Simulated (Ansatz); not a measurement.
# TaN₂: from a trial structure to a relaxed crystal

Theory: DFT PBE, scalar-relativistic, plane waves, PAW in Ansatz 0.2.0. Cutoff 420 eV, Γ-centred k mesh, Gaussian smearing, no spin polarisation in the final step.

The start puts TaN₂ on the sites of a reported Cr2B cell (I4/mcm, No. 140), with Ta in place of B, N in place of Cr, at a guessed volume.

```xyz
6
Lattice="-2.6564 2.6564 2.2112 2.6564 -2.6564 2.2112 2.6564 2.6564 -2.2112" Properties=species:S:1:pos:R:3 pbc="T T T"
Ta    0.0000    0.0000    1.1056
Ta    0.0000    0.0000    3.3167
N     0.8872    3.5436    0.0000
N     1.7691    0.8872    0.0000
N     1.7691   -0.8872    2.2112
N     0.8872    1.7691    2.2112
```

Cell and atoms relax at zero pressure; the relaxation can't lower the symmetry of the start. After a coarse first stage the cell is made exact in the group found at 0.06 Å.

The zero of energy is the elements' standard structures at the same level (N₂ as a molecule); no fitted shifts are applied.

(1) Describe the relaxed structure.

(2) What are its volume, energy, density and gap?

## Answers

(1) It keeps I4/mcm (No. 140), but not the shape of the type it started on. Conventional cell: a = 4.496 Å, c = 5.442 Å. Ta has 8 N at 2.27 Å; around N lie 1 N at 1.44 Å.

```xyz
6
Lattice="-2.2481 2.2481 2.7211 2.2481 -2.2481 2.7211 2.2481 2.2481 -2.7211" Properties=species:S:1:pos:R:3 pbc="T T T"
Ta    0.0000    0.0000    1.3605
Ta    0.0000    0.0000    4.0816
N     0.5102    2.7583    0.0000
N     1.7379    0.5102    0.0000
N     1.7379   -0.5102    2.7211
N     0.5102    1.7379    2.7211
```

(2) The volume per atom is 9.17 Å³ and the density is 12.62 g/cm³. The energy over the elements is -0.35 eV/atom and the gap on the 12×12×12 mesh is 0 eV (a metal).

The final run used a 12×12×12 mesh on its 6-atom cell and 0.10 eV smearing. The k mesh leaves about 4 meV/atom of noise in metals. Spin–orbit coupling is left out. Symmetry constrained the relaxation, so the result can be a saddle point. The steps took about 110 core-seconds in all.

Cost: 3 runs of about 1.8 core-minutes in all, on Intel Xeon Platinum 8488C (Sapphire Rapids) (shared hosts).